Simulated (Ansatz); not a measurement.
## Pt in Ansatz: the effect of functional

The system is Pt.

```
Pt
1.0
    -1.61529    1.61529    1.61529
     1.61529   -1.61529    1.61529
     1.61529    1.61529   -1.61529
Pt
1
Direct
  0.00000 0.00000 0.00000
```

This isn't the form of Pt at room conditions, which is fcc.

The cell isn't the ideal one: volume scaled by 1.06.

Alike in all runs:

- Program: Ansatz 0.2.0
- Task: single point
- Potentials or basis: Ansatz PAW
- k mesh: 12 × 12 × 12
- Occupations: fermi-dirac, width 0.05 eV
- Spin: no spin polarisation

| functional | cutoff | pressure (GPa) |
| --- | --- | --- |
| LDA | 420 eV (not typed: the program's choice for these potentials) | -26.3 |
| PBEsol | 420 eV (not typed: the program's choice for these potentials) | ? |
| r2SCAN | 500 eV (not typed: the program's choice for these potentials) | -17.9 |

Problem. What does the run with functional PBEsol give?

Solution. Pressure -21.8 GPa.

Caveats: the PAW data sets come from PBE, with cores solved anew for the run's functional, which leaves a small shift of forces and pressure.
